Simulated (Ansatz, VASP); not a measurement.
**Two plane-wave programs on Rh**

```
Rh
1.0
     0.00000    2.01622    1.72770
     2.01622    0.00000    1.72770
     2.01622    2.01622    0.00000
Rh
1
Cartesian
  0.0000 0.0000 0.0000
```

Alike in both runs: task single point; functional PBE; k mesh 22 × 22 × 22; occupations gaussian, width 0.15 eV; no spin polarisation.

|  | VASP | Ansatz |
| --- | --- | --- |
| version | VASP 6.6.1 | Ansatz 0.2.0 |
| potentials or method | VASP PAW PBE potentials, release 64 (Rh_pv) | scalar-relativistic, plane waves, PAW |
| plane-wave cutoff (eV) | 520 | 420 |
| valence electrons in the cell | 15 | 17 |

|  | VASP | Ansatz | Ansatz less VASP |
| --- | --- | --- | --- |
| gap on the k mesh at the Fermi level (eV) | none | none | - |
| pressure (GPa) | 3.0 | 3.0 | -0.02 |
| largest component of the traceless stress (GPa) | 17.27 | 17.32 | +0.042 |

A gap of «none» marks a metal or a gap that the smearing closes. The two sets of potentials don't hold the same shells in valence.
